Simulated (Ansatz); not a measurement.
Piezoelectric tensor of InGaP2

The calculation used Ansatz, DFT PBE, scalar-relativistic, plane waves, PAW. Cutoff 420 eV, 12×12×12 k-points (Γ-centred), fixed occupations. No spin polarisation.

The cell, relaxed at this level:
```
In Ga P
1.0
     2.02671    1.17012    6.64551
    -2.02671    1.17012    6.64551
     0.00000   -2.34025    6.64551
In Ga P
1 1 2
Direct
  0.50052 0.50052 0.50052
  0.00022 0.00022 0.00022
  0.11950 0.11950 0.11950
  0.62976 0.62976 0.62976
```

Question: Give the clamped-ion proper piezoelectric stress tensor e_iJ (C/m², Voigt columns xx yy zz yz xz xy).

Answer:
```
x    0.00  0.00  0.00  0.00  0.49 -0.69
y   -0.69  0.69  0.00  0.49  0.00  0.00
z    0.49  0.49 -0.94  0.00  0.00  0.00
```
Signs follow the orientation of the cell as given.

Whether InGaP2 exists in this form wasn't checked.

Cost: 1 run of about 20 core-minutes, on Intel Xeon Processor @ 2.70GHz (shared hosts).